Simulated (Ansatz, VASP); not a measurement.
# Two plane-wave programs on AlNi

```xyz
2
Lattice="2.7728 0.0000 0.0000 0.0000 2.7728 0.0000 0.0000 0.0000 2.9978" Properties=species:S:1:pos:R:3 pbc="T T T"
Al    0.0000    0.0000    0.0000
Ni    1.3864    1.3864    1.4989
```

Change from the starting cell: biaxial strain in the a-b plane, c and atoms relaxed: -3.0 %.

Alike in both runs: functional PBEsol; k mesh 18 × 18 × 18; occupations gaussian, width 0.1 eV; no spin polarisation.

Ansatz relaxed the structure, and its values are those at the end. VASP's run is a single point on that final structure, the one shown.

|  | VASP | Ansatz |
| --- | --- | --- |
| version | VASP 6.6.1 | Ansatz 0.2.0 |
| potentials or method | VASP PAW PBE potentials, release 64 (Al, Ni) | scalar-relativistic, plane waves, PAW |
| plane-wave cutoff (eV) | 520 | 420 |
| valence electrons in the cell | 13 | 21 |

VASP gave:

```
gap on the k mesh at the Fermi level (eV) : none
pressure (GPa)                            : 3.2
```

Question: Estimate Ansatz's values.

Answer: gap on the k mesh at the Fermi level (eV): none; pressure (GPa): 3.4.

A gap of «none» marks a metal or a gap that the smearing closes. The two sets of potentials don't hold the same shells in valence.

Caveats: the PAW data sets were made with another functional, which shifts forces and pressure a little (VASP). Spin polarisation is off, so any magnetic state and its effect on volume and gap are missing.
